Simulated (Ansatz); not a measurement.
The system is AgBr.

```xyz
2
Lattice="0.0000 2.8702 2.8702 2.8702 0.0000 2.8702 2.8702 2.8702 0.0000" Properties=species:S:1:pos:R:3 pbc="T T T"
Ag    0.0000    0.0000    0.0000
Br    2.8702    2.8702    2.8702
```

- Program: Ansatz 0.2.0
- Task: relaxation of cell and atoms
- Functional: revPBE
- Potentials or basis: Ansatz PAW
- Cutoff: 420 eV (not typed: the program's choice for these potentials)
- k mesh: 8 × 8 × 8
- Occupations: fermi-dirac, width 0.05 eV
- Spin: no spin polarisation

At the start: volume 23.64 Å³/atom.

Problem. Where does the relaxation end?

Solution. It ends after 6 steps and the volume is 26.31 Å³/atom (+11.3 %); space group Fm-3m (No. 225, to 0.05 Å).

The path:
| step | energy change (eV) | largest force (eV/Å) | volume (Å³) |
| --- | --- | --- | --- |
| 1 | 0.0000 | 0.0000 | 47.29 |
| 2 | -0.0636 | 0.0000 | 52.97 |
| 3 | -0.0638 | 0.0000 | 52.72 |
| 4 | -0.0646 | 0.0000 | 52.72 |
| 5 | -0.0647 | 0.0000 | 52.62 |
| 6 | -0.0646 | 0.0000 | 52.62 |

Final structure:
```
Ag Br
1.0
     0.00000    2.97423    2.97423
     2.97423    0.00000    2.97423
     2.97423    2.97423    0.00000
Ag Br
1 1
Cartesian
  0.0000 0.0000 0.0000
  2.9742 2.9742 2.9742
```

Caveat: the plane-wave basis is chosen anew once the cell has moved, so the energies of steps on either side of that aren't comparable; the volume moved by +11 % from the deposited cell, more than functionals usually miss; the PAW data sets come from PBE, with cores solved anew for the run's functional, which leaves a small shift of forces and pressure.
